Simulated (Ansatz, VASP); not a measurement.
## CdTe: VASP beside Ansatz

```
Cd Te
1.0
     0.00000    3.34291    3.34291
     3.34291    0.00000    3.34291
     3.34291    3.34291    0.00000
Cd Te
1 1
Direct
  0.00000 0.00000 0.00000
  0.25000 0.25000 0.25000
```

Alike in both runs: functional r2SCAN; k mesh 8 × 8 × 8; occupations fermi-dirac, width 0.02 eV; no spin polarisation.

Ansatz relaxed the structure, and its values are those at the end. VASP's run is a single point on that final structure, the one shown.

|  | VASP | Ansatz |
| --- | --- | --- |
| version | VASP 6.6.1 | Ansatz 0.2.0 |
| potentials or method | VASP PAW PBE potentials, release 64 (Cd, Te) | PAW plane waves |
| plane-wave cutoff (eV) | 520 | 500 |
| valence electrons in the cell | 18 | 36 |

VASP gave:

* gap on the k mesh at the Fermi level (eV): 0.97
* pressure (GPa): -2.0

**Question.** Which values does Ansatz return?

**Answer.** gap on the k mesh at the Fermi level (eV): 0.98; pressure (GPa): -2.0.

The functional is the same, so the differences come from potentials, cutoffs and numerics. The two sets of potentials don't hold the same shells in valence. Ansatz warned: «stress_scf_threshold_loose».

Caveats: the PAW data sets were made with another functional, which shifts forces and pressure a little (VASP); spin-orbit coupling is left out, which moves the levels of the heavy elements. r2SCAN opens gaps a little over a GGA but as a rule still falls short of measured ones.
